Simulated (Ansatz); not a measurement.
Reactions of C2H2F4 (`FC(F)C(F)F`).

Program: Ansatz. Geometries: PBE0-D4/def2-TZVP. ΔE: electronic, gas phase. CCSD(T)/CBS is the MP2 limit (def2-TZVPP, def2-QZVPP) plus CCSD(T) − MP2 in def2-TZVPP, frozen cores. This one scheme is used for every species, atoms too. For atomizations the MP2-based limit and the directly extrapolated one differ by several kJ/mol either way, and by 10 to 25 for some Ge, Se and Sn compounds, so smaller differences from it don't rank the levels. DFT in def2-TZVPP. No spin–orbit coupling; open shells (•) take unrestricted orbitals. Spin–orbit coupling would lower the free atoms: a little for C, F. def2 core potentials past Kr. Bonds to I are less sure, by a few kJ/mol each and by 10 to 20 or more in all where they break to atoms, as the def2 sets lack core-valence functions. Each species was taken in one conformer, which may not be the lowest.

| reaction | B2PLYP (kJ/mol) | ωB97M-V (kJ/mol) |
| --- | --- | --- |
| `FC(F)C(F)F` + `OCF` → `FCOC(F)C(F)F` + H–F | -5 | -7 |
| `FC(F)C(F)F` + `OCO` → `OCOC(F)F` + `FCF` | -7 | -5 |
| `FC(F)C(F)F` → 2 `F[CH]F`• | 386 | 412 |
| `FC(F)C(F)F` → `F[C]F` + `FCF` | 243 | 245 |
| `FC(F)C(F)F` + `OC(F)F` → `FC(F)OC(F)F` + `FCF` | 25 | 27 |
| `FC(F)C(F)F` → 2 C• + 4 F• + 2 H• | 3124 | 3172 |
| `FC(F)C(F)F` + `OC(F)CF` → `FCC(F)OC(F)F` + `FCF` | 5 | 8 |
| `FC(F)C(F)F` + HI → `FC(F)C(F)I` + H–F | 9 | 11 |
| `FC(F)C(F)F` → `FC(F)F` + `[CH]F` | 347 | 349 |
| `FC(F)C(F)F` + CH₃OH → `COC(F)F` + `FCF` | -17 | -14 |

(1) Give the CCSD(T)/CBS values in the same order. (Best estimate.)

Largest T1 diagnostic: 0.018, for `[CH]F`.

Results:

(1) Computed: -15, -3, 414, 249, 28, 3158, 8, -7, 349, -12 kJ/mol.
